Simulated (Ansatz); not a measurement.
CaO: experiment and calculation

**Experimental background.**

From a printed reference work, textbook, for a bulk crystal of CaO: lattice constant a 4.8105 Å.

The runs below are set against these values where they give the same quantity.

All numbers below come from DFT PBE, scalar-relativistic, plane waves, PAW (Ansatz).

Settings: cutoff 420 eV, Γ-centred mesh 8×8×8 on the computed 2-atom cell, Gaussian smearing of 0.02 eV; no spin polarisation.

Relaxed structure, symmetry kept:

```
CELL_PARAMETERS angstrom
0.00000 2.41506 2.41506
2.41506 0.00000 2.41506
2.41506 2.41506 0.00000
ATOMIC_POSITIONS crystal
Ca 0.00000 0.00000 0.00000
O 0.50000 0.50000 0.50000
```

| Quantity | Value |
| --- | --- |
| Space group | Fm-3m (No. 225) |
| Volume per atom | 14.09 Å³ |
| Formation energy from the elements' standard states (uncorrected) | -2.947 eV/atom |
| Kohn–Sham band gap | 3.66 eV, indirect from Γ to X |
| Löwdin character of the top 1 eV of the valence band | O 2p 93 %, unprojected 5 % |
| Electron masses at the edge by Cartesian direction of the standard setting (m_e; degenerate bands sorted by energy; no spin-orbit coupling) | x: 1.4; y: 0.44; z: 0.44 |
| Hole masses at the edge by Cartesian direction of the standard setting (m_e; degenerate bands sorted by energy; no spin-orbit coupling) | x: 2.9, 2.9, 0.35; y: 2.9, 2.9, 0.35; z: 2.9, 2.9, 0.35 |
| Bulk modulus | 105 GPa |
| Its pressure derivative | 4.3 |
| Electronic dielectric constant xx, yy, zz of the standard setting (independent particles) | 3.9, 3.9, 3.9 |
| Bader charges (e) | Ca (1 in the cell) 1.48, O (1 in the cell) -1.48 |

Against the measured lattice constant a of CaO, 4.8105 Å (a printed reference work, textbook), the calculated 4.830 Å is off by +0.4 %. The calculation is for 0 K without zero-point motion.